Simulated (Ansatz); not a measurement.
Input of an Ansatz 0.2.0 run:

The input input.yaml:

```yaml
crystal:
  lattice:
    - [3.636, 0.0, 0.0]
    - [-1.818, 3.1488683682, 0.0]
    - [0.0, 0.0, 5.7826]
  atoms:
    - { symbol: Gd, position: [0.6666666667, 0.3333333333, 0.75], spin: 7.0 }
    - { symbol: Gd, position: [0.3333333333, 0.6666666667, 0.25], spin: 7.0 }
hamiltonian:
  xc: rpbe
  pseudopotentials: { kind: paw }
magnetization:
  spin_polarized: true
kpoints:
  mp_grid: { grid: [8, 8, 5] }
scf:
  occupations: { method: fermi_dirac, width: 0.05 }
output:
  forces: true
  stress: true
  write_density: true
  write_potential: true
  elf: true
  volumetric_format: npy
relax:
  f_tol: 0.01
  max_steps: 40
  cell: { stress_tol: 0.05 }
```

Potentials or basis: Ansatz PAW.

Command:

```console
$ ansatz run input.yaml --threads 2 --pin off --max-ram 5632MiB --backend cpu --events-out ev --progress --plain --runs-dir out
```

Question: Predict the band gap on the k mesh.

Answer: None (metal or under the smearing width).

Question: What does it give for the absolute moment?

Answer: 15.34 μB per cell.

The path:
| step | energy change (eV) | largest force (eV/Å) | volume (Å³) |
| --- | --- | --- | --- |
| 1 | 0.0000 | 0.0000 | 66.21 |
| 2 | -0.0313 | 0.0000 | 70.24 |
| 3 | -0.0317 | 0.0000 | 70.79 |
| 4 | -0.0329 | 0.0000 | 70.79 |
| 5 | -0.0329 | 0.0000 | 70.90 |
| 6 | -0.0329 | 0.0000 | 70.90 |

Caveat: the plane-wave basis is chosen anew once the cell has moved, so the energies of steps on either side of that aren't comparable; spin-orbit coupling is left out, which moves the levels of the heavy elements; the PAW data sets come from PBE, with cores solved anew for the run's functional, which leaves a small shift of forces and pressure. RPBE and its kin give volumes clearly too large for solids.
